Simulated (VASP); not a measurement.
**Zn under changes of volume**

One of the cells (14.355 Å³/atom); the others are scaled copies at fixed shape and fractional positions:

```
Zn
1.0
     2.61492    0.00000    0.00000
    -1.30746    2.26458    0.00000
     0.00000    0.00000    4.84828
Zn
2
Direct
  0.66667 0.33333 0.75000
  0.33333 0.66667 0.25000
```

* Program: VASP 6.6.1
* Functional: PBE
* Dispersion: D3(BJ)
* Potentials or basis: VASP PAW PBE potentials, release 64 (Zn)
* Cutoff: 520 eV
* k mesh: 10 × 10 × 6
* Occupations: fermi-dirac, width 0.05 eV
* Spin: no spin polarisation

```tsv
volume (Å³/atom)	energy over the lowest point (meV/atom)	pressure (GPa)
13.781	7.39	4.2
14.068	1.86	2.0
14.355	0.00	0.1
14.642	?	?
14.929	5.67	-3.1
```

**Question.** What does the run at 14.642 Å³/atom give?

**Answer.** Energy over the lowest point 1.40 meV/atom; pressure -1.6 GPa.

Worked out: A Birch-Murnaghan fit of order 2 (a polynomial in V^(-2/3)) to the other rows has its minimum at 14.37 Å³/atom with B0 = V·E''(V) = 91 GPa at fixed shape and positions, which overstates the stiffness. It gives 1.35 meV/atom at 14.642 Å³/atom, against the run's 1.40, and -dE/dV = -1.6 GPa, against -1.6.

Energies are extrapolated to zero smearing.

Caveats: pairwise dispersion overbinds metals, which lowers pressure and volume.
